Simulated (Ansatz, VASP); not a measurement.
KMgF3 in VASP and in Ansatz

run.py

```python
from ase.calculators.vasp import Vasp
from ase.dft.bandgap import bandgap
from ase.io import read

atoms = read('KMgF3.xyz')
calc = Vasp(
    directory='calc',
    xc='pbe',
    pp='PBE',
    setups='minimal',
    prec='Accurate',
    encut=500,
    ediff=1e-07,
    ismear=0,
    sigma=0.02,
    lreal=False,
    lasph=True,
    nelm=60,
    algo='Fast',
    isif=2,
    lwave=False,
    lcharg=False,
    kpts=[7, 7, 7],
    gamma=True,
    nbands=23,
)
atoms.calc = calc

print('energy (eV):', atoms.get_potential_energy())
print('free energy (eV):', atoms.get_potential_energy(force_consistent=True))
print('forces (eV/A):')
print(atoms.get_forces())
print('stress (eV/A^3, Voigt):', atoms.get_stress())
print('Fermi level (eV):', calc.get_fermi_level())
gap, top, bottom = bandgap(calc)
print('band gap (eV):', gap, 'from (spin, k, band)', top, 'to', bottom)
```

KMgF3.xyz

```xyz
5
Lattice="3.9859000000 0.0000000000 0.0000000000 0.0000000000 3.9859000000 0.0000000000 0.0000000000 0.0000000000 3.9859000000" Properties=species:S:1:pos:R:3 pbc="T T T"
K      1.9929500000      1.9929500000      1.9929500000
Mg     0.0000000000      0.0000000000      0.0000000000
F      0.0000000000      0.0000000000      1.9929500000
F      0.0000000000      1.9929500000      0.0000000000
F      1.9929500000      0.0000000000      0.0000000000
```

Contents of input.yaml:

```yaml
crystal:
  lattice:
    - [3.9859, 0.0, 0.0]
    - [0.0, 3.9859, 0.0]
    - [0.0, 0.0, 3.9859]
  atoms:
    - { symbol: K, position: [0.5, 0.5, 0.5] }
    - { symbol: Mg, position: [0.0, 0.0, 0.0] }
    - { symbol: F, position: [0.0, 0.0, 0.5] }
    - { symbol: F, position: [0.0, 0.5, 0.0] }
    - { symbol: F, position: [0.5, 0.0, 0.0] }
hamiltonian:
  xc: pbe
  pseudopotentials: { kind: paw }
kpoints:
  mp_grid: { grid: [7, 7, 7] }
scf:
  occupations: { method: gaussian, width: 0.02 }
output:
  forces: true
  stress: true
  eigenvalues: true
```

Alike in both runs: task single point; functional PBE; k mesh 7 × 7 × 7; occupations gaussian, width 0.02 eV; no spin polarisation.

```csv
,VASP,Ansatz
version,VASP 6.6.1,Ansatz 0.2.0
potentials or method,"VASP PAW PBE potentials, release 64 (K_pv, Mg, F)",Ansatz PAW
plane-wave cutoff (eV),500,420
valence electrons in the cell,30,40
```

|  | VASP | Ansatz | Ansatz less VASP |
| --- | --- | --- | --- |
| gap on the k mesh at the Fermi level (eV) | 7.33 | 7.37 | +0.037 |
| least direct gap on the mesh (eV) | 7.62 | 7.66 | +0.032 |
| pressure (GPa) | 3.8 | 3.8 | -0.05 |

The two sets of potentials don't hold the same shells in valence.

Caveats: an odd mesh through Γ misses points on the zone boundary, where band edges often lie (VASP); odd divisions of the mesh miss points on the zone boundary, where band edges often lie, so the gap on the mesh can be too wide (Ansatz); the pressure holds a Pulay correction of +0.5 GPa for the finite cutoff (Ansatz). A hybrid or GW would open this gap; PBE tends to underestimate it.
